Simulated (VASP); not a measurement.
# TiC (Khamrabaevite) under strain, part 2 of 5

How does the pressure of TiC (Khamrabaevite) answer to a change of volume? The bands are shown for each cell. All runs use PBE. Left out of this account: 1 further run (fields: a reference on another mesh). The start is a cell from a database of measured crystal structures.

VASP 6.6.1; PBE; plane waves and PAW (Ti_sv, C).

So far, pressure (GPa): step 2 (bands, cell as listed) 1.09.

**3. Bands, volume times 1.04**

The cell is expanded evenly, with fractional positions held.

INCAR reads:

```
SYSTEM = TiC
PREC = Accurate
ENCUT = 520
EDIFF = 1E-06
NELM = 100
ISMEAR = -1
SIGMA = 0.05
LREAL = .FALSE.
ALGO = Normal
GGA = PE
NBANDS = 20
LASPH = .TRUE.
LORBIT = 11
LWAVE = .FALSE.
LCHARG = .FALSE.
KPAR = 2
```

POSCAR reads:

```
TiC
1.0
    0.0000000000      2.1924769499      2.1924769499
    2.1924769499      0.0000000000      2.1924769499
    2.1924769499      2.1924769499      0.0000000000
Ti C
1 1
Direct
    0.0000000000      0.0000000000      0.0000000000
    0.5000000000      0.5000000000      0.5000000000
```

KPOINTS reads:

```
Automatic mesh
0
Gamma
15 15 15
0 0 0
```

KPOINTS_OPT reads:

```
Line mode
16
Line-mode
Reciprocal
  0.00000000   0.00000000   0.00000000 GAMMA
  0.50000000   0.00000000   0.50000000 X

  0.50000000   0.00000000   0.50000000 X
  0.50000000   0.25000000   0.75000000 W

  0.50000000   0.25000000   0.75000000 W
  0.37500000   0.37500000   0.75000000 K

  0.37500000   0.37500000   0.75000000 K
  0.00000000   0.00000000   0.00000000 GAMMA

  0.00000000   0.00000000   0.00000000 GAMMA
  0.50000000   0.50000000   0.50000000 L

  0.50000000   0.50000000   0.50000000 L
  0.62500000   0.25000000   0.62500000 U

  0.62500000   0.25000000   0.62500000 U
  0.50000000   0.25000000   0.75000000 W

  0.50000000   0.25000000   0.75000000 W
  0.50000000   0.50000000   0.50000000 L

  0.50000000   0.50000000   0.50000000 L
  0.37500000   0.37500000   0.75000000 K

  0.62500000   0.25000000   0.62500000 U
  0.50000000   0.00000000   0.50000000 X
```

The projector-augmented-wave data sets are Ti_sv and C (PBE family, release 64).

The run is started by

```
$ mpirun -np 2 vasp_std
```

Output:

```text
[... set-up lines as in an earlier step ...]
 entering main loop
       N       E                     dE             d eps       ncg     rms          rms(c)
DAV:   1     0.126318269636E+03    0.12632E+03   -0.71855E+03  4824   0.945E+02
DAV:   2    -0.161944875552E+02   -0.14251E+03   -0.13113E+03  4916   0.275E+02
DAV:   3    -0.241976188845E+02   -0.80031E+01   -0.78451E+01  5832   0.648E+01
DAV:   4    -0.243983444513E+02   -0.20073E+00   -0.20041E+00  5604   0.983E+00
DAV:   5    -0.244019728935E+02   -0.36284E-02   -0.36283E-02  5612   0.125E+00    0.176E+01
DAV:   6    -0.194985346073E+02    0.49034E+01   -0.48943E+00  6348   0.419E+01    0.751E+00
DAV:   7    -0.187440459672E+02    0.75449E+00   -0.13937E+00  5812   0.166E+01    0.468E+00
DAV:   8    -0.187192639211E+02    0.24782E-01   -0.12444E-01  5788   0.260E+00    0.354E+00
DAV:   9    -0.186937805505E+02    0.25483E-01   -0.61126E-02  7500   0.358E+00    0.745E-01
DAV:  10    -0.186955674904E+02   -0.17869E-02   -0.11322E-02  5080   0.749E-01    0.704E-01
DAV:  11    -0.186929365955E+02    0.26309E-02   -0.36919E-03  5168   0.782E-01    0.412E-01
DAV:  12    -0.186917203067E+02    0.12163E-02   -0.75363E-04  6336   0.499E-01    0.155E-01
DAV:  13    -0.186916674394E+02    0.52867E-04   -0.11009E-04  5028   0.847E-02    0.788E-02
DAV:  14    -0.186916504708E+02    0.16969E-04   -0.40656E-05  5892   0.459E-02    0.114E-02
DAV:  15    -0.186916491192E+02    0.13516E-05   -0.21273E-06  5284   0.180E-02    0.678E-03
DAV:  16    -0.186916488961E+02    0.22312E-06   -0.52812E-07  3324   0.795E-03
   1 F= -.18691649E+02 E0= -.18690140E+02  d E =-.301733E-02
 Start KPOINTS_OPT (optional k-point list driver)
k-point batch [1-120\160]
       N       E                     dE             ncg
DAV:   1    -0.688882717436E+04   -0.78428E+05     4852
DAV:   2    -0.232246432039E+05   -0.16336E+05     4920
DAV:   3    -0.240919378607E+05   -0.86729E+03     6088
DAV:   4    -0.241103253617E+05   -0.18388E+02     5488
DAV:   5    -0.241105736024E+05   -0.24824E+00     5680
DAV:   6    -0.241105776596E+05   -0.40572E-02     5712
DAV:   7    -0.241105777414E+05   -0.81756E-04     5756
DAV:   8    -0.241105777430E+05   -0.15885E-05     4492
DAV:   9    -0.241105777431E+05   -0.18260E-06     3328
k-point batch [121-160\160]
       N       E                     dE             ncg
DAV:   1     0.438666781606E+05   -0.31441E+05     1600
DAV:   2     0.384508134755E+05   -0.54159E+04     1704
DAV:   3     0.381662707035E+05   -0.28454E+03     1972
DAV:   4     0.381611976936E+05   -0.50730E+01     1884
DAV:   5     0.381611343071E+05   -0.63386E-01     1908
DAV:   6     0.381611334340E+05   -0.87316E-03     1916
DAV:   7     0.381611334178E+05   -0.16211E-04     1948
DAV:   8     0.381611334175E+05   -0.29540E-06     1460
```

Wall time 29 s (2 MPI ranks of Intel Xeon Platinum 8259CL at 2.50GHz (Skylake/Cascade Lake), shared host); peak memory 0.37 GiB; 56 s of CPU time.

OUTCAR, selected parts (step 3):

```text
  LATTYP: Found a face centered cubic cell.
 ALAT       =     4.3849538998

The static configuration has the point symmetry O_h .

 Found    120 irreducible k-points:

   ENCUT  =  520.0 eV  38.22 Ry    6.18 a.u.   5.77  5.77  5.77*2*pi/ulx,y,z

   NELECT =      16.0000    total number of electrons

 E-fermi :   8.9750

 k-point     1 :       0.0000    0.0000    0.0000
  band No.  band energies     occupation
      1     -47.7108      2.00000
      2     -23.7525      2.00000
      3     -23.7525      2.00000
      4     -23.7525      2.00000
      5      -3.2378      2.00000
      6       9.6636      0.00000
      7       9.6636      0.00000
      8       9.6636      0.00000
      9      10.6161      0.00000
     10      10.6161      0.00000
    ...

 k-point     2 :       0.0667    0.0000    0.0000
  band No.  band energies     occupation
      1     -47.7082      2.00000
      2     -23.7718      2.00000
      3     -23.7543      2.00000
      4     -23.7543      2.00000
      5      -3.1419      2.00000
      6       9.1877      0.02804
      7       9.4203      0.00027
      8       9.4203      0.00027
      9       9.9675      0.00000
     10       9.9675      0.00000
    ...

  Total       -1.0657787     -1.0657787     -1.0657787      0.0000000      0.0000000     -0.0000000
  in kB      -81.0107226    -81.0107226    -81.0107226      0.0000000      0.0000000     -0.0000000
  external PRESSURE =     -81.0107226 kB  Pullay stress =       0.0000000 kB

  energy-cutoff  :      520.00
  volume of cell :       21.08
      direct lattice vectors                 reciprocal lattice vectors
     0.000000000  2.192476950  2.192476950    -0.228052569  0.228052569  0.228052569
     2.192476950  0.000000000  2.192476950     0.228052569 -0.228052569  0.228052569
     2.192476950  2.192476950  0.000000000     0.228052569  0.228052569 -0.228052569

 POSITION                                       TOTAL-FORCE (eV/Angst)
 -----------------------------------------------------------------------------------
      0.00000      0.00000      0.00000         0.000000     -0.000000      0.000000
      2.19248      2.19248      2.19248        -0.000000      0.000000     -0.000000
 -----------------------------------------------------------------------------------
    total drift:                                0.000000     -0.000000     -0.000000

  FREE ENERGIE OF THE ION-ELECTRON SYSTEM (eV)
  ---------------------------------------------------
  free  energy   TOTEN  =       -18.6916488961 eV

  energy  without entropy=      -18.6886315682  energy(sigma->0) =      -18.69014023

 total charge
# of ion       s       p       d       tot
------------------------------------------
    1        2.191   6.227   1.910  10.328
    2        0.892   1.483   0.000   2.375
--------------------------------------------------
tot          3.083   7.710   1.910  12.703

[... 4 parts as in an earlier step ...]

[... 6 further parts left out ...]
```

Numbers from this step:

| Property | Result |
| --- | --- |
| free energy (TOTEN) | -18.69 eV |
| energy at zero smearing | -18.69 eV |
| Fermi energy | 8.975 eV |
| pressure | -8.101 GPa |

The electronic bands at the labelled points (eV, zero at the Fermi level; # counts the bands kept, so #1 is VASP's band 5):

| point | #1 | #2 | #3 | #4 | #5 | #6 | #7 | #8 |
| --- | --- | --- | --- | --- | --- | --- | --- | --- |
| Γ | -12.21 | 0.69 | 0.69 | 0.69 | 1.64 | 1.64 | 1.64 | 1.64 |
| 0.53 of the way | -10.66 | -3.46 | -0.64 | -0.39 | -0.39 | 2.14 | 3.66 | 3.66 |
| X | -9.96 | -3.39 | -1.50 | -0.05 | -0.05 | 2.58 | 3.35 | 3.35 |
| 0.53 of the way | -9.68 | -3.33 | -2.39 | -1.68 | 1.30 | 3.28 | 3.35 | 3.92 |
| W | -9.41 | -3.06 | -3.06 | -2.61 | 2.68 | 2.68 | 3.35 | 4.81 |
| 0.47 of the way | -9.45 | -3.22 | -3.21 | -2.13 | 1.98 | 2.96 | 3.49 | 4.89 |
| K | -9.48 | -3.36 | -3.28 | -1.66 | 1.41 | 2.99 | 3.64 | 5.19 |
| 0.47 of the way | -10.30 | -3.51 | -2.23 | -2.08 | 1.64 | 2.72 | 3.57 | 4.29 |
| Γ | -12.21 | 0.69 | 0.69 | 0.69 | 1.64 | 1.64 | 1.64 | 1.64 |
| 0.53 of the way | -10.81 | -2.93 | -1.76 | -1.76 | 1.80 | 1.80 | 2.79 | 5.85 |
| L | -8.91 | -5.66 | -2.77 | -2.77 | 2.78 | 2.78 | 3.90 | 7.81 |
| 0.53 of the way | -9.14 | -4.84 | -2.91 | -2.38 | 2.35 | 2.78 | 3.65 | 6.17 |
| U | -9.48 | -3.36 | -3.28 | -1.66 | 1.41 | 2.99 | 3.64 | 5.19 |
| 0.47 of the way | -9.45 | -3.24 | -3.24 | -2.04 | 1.87 | 2.97 | 3.52 | 4.94 |
| W | -9.41 | -3.06 | -3.06 | -2.61 | 2.68 | 2.68 | 3.35 | 4.81 |
| 0.53 of the way | -9.14 | -4.82 | -2.88 | -2.43 | 2.50 | 2.67 | 3.63 | 6.21 |
| L | -8.91 | -5.66 | -2.77 | -2.77 | 2.78 | 2.78 | 3.90 | 7.81 |
| 0.47 of the way | -9.09 | -5.02 | -2.87 | -2.47 | 2.44 | 2.78 | 3.68 | 6.42 |
| K | -9.48 | -3.36 | -3.28 | -1.66 | 1.41 | 2.99 | 3.64 | 5.19 |
| jump to U | -9.48 | -3.36 | -3.28 | -1.66 | 1.41 | 2.99 | 3.64 | 5.19 |
| 0.53 of the way | -9.84 | -3.37 | -2.09 | -0.65 | 0.38 | 3.27 | 3.41 | 3.42 |
| X | -9.96 | -3.39 | -1.50 | -0.05 | -0.05 | 2.58 | 3.35 | 3.35 |

Of the projections kept (Ti, C), the largest for each band there; the rest of the weight can lie on other orbitals:

| point | #1 | #2 | #3 | #4 | #5 | #6 | #7 | #8 |
| --- | --- | --- | --- | --- | --- | --- | --- | --- |
| Γ | C 0.70 | Ti 1.00 | Ti 1.00 | Ti 1.00 | C 0.94 | C 0.94 | C 0.94 | Ti 1.00 |
| X | C 0.70 | C 0.61 | Ti 1.00 | C 0.81 | C 0.81 | Ti 1.00 | Ti 1.00 | Ti 1.00 |
| W | C 0.73 | Ti 0.56 | Ti 0.56 | Ti 0.54 | Ti 0.82 | Ti 0.82 | Ti 1.00 | Ti 0.89 |
| K | C 0.73 | Ti 0.60 | C 0.52 | Ti 0.54 | Ti 0.80 | Ti 1.00 | Ti 0.92 | Ti 0.81 |
| Γ | C 0.70 | Ti 1.00 | Ti 1.00 | Ti 1.00 | C 0.94 | C 0.94 | C 0.94 | Ti 1.00 |
| L | C 0.82 | Ti 0.59 | Ti 0.63 | Ti 0.63 | Ti 0.99 | Ti 0.99 | Ti 0.87 | Ti 0.64 |

The electronic bands as a text plot (rows in eV, shown from -8.0 to 1.6 only):

```
    1.4 |               *    ** ***  *         *             *
    1.0 |*         *           * * **                         *
    0.6 |*                      ****
    0.2 | **      *                *                           *
   -0.2 |  **  ***              *   *                           *
   -0.6 | *  **   *             *   *                          *
   -1.0 |     *                *     *
   -1.4 |  *   *** *          **                              * *
   -1.8 |         *     **    **     **       ***            *
   -2.2 |          **  *  *  *         *     *     **       *  *
   -2.6 |   *       ***    ** *         *****    **  *******
   -3.0 |            **   **          *    ****  ******* **** *
   -3.4 |    *  *****  ***   *                 **            ****
   -3.8 |     **         *                    *    *
   -4.2 |                 * *          *            *       *
   -4.6 |                  *                 *
   -5.0 |                               *   *        *     *
   -5.4 |                                * *          ** **
   -5.8 |                                 *             *
   -6.2 |
   -6.6 |
   -7.0 |
   -7.4 |
   -7.8 |
         Γ       X    W  K        Γ      L     U  W     L   K|U X
```

 The pressure is -8.10 GPa.

Of the bands kept, 4 cross the Fermi level on this path.

[end of part 2 of 5]

[Lines on the potential files, build, host, timing and source positions are cut from VASP's logs without a mark.]

[Logs are printed without paths, hosts, clocks, repeated set-up lines and the standing remarks that a program may print on its own settings, such as how far it seeks lower states.]

[Hosts, paths, dates, database ids (printed as entryN), source tags and the programs' standing remarks are cut or masked in the printed files.]

[A measured line is paired with the nearest computed mode of its activity, which favours agreement.]
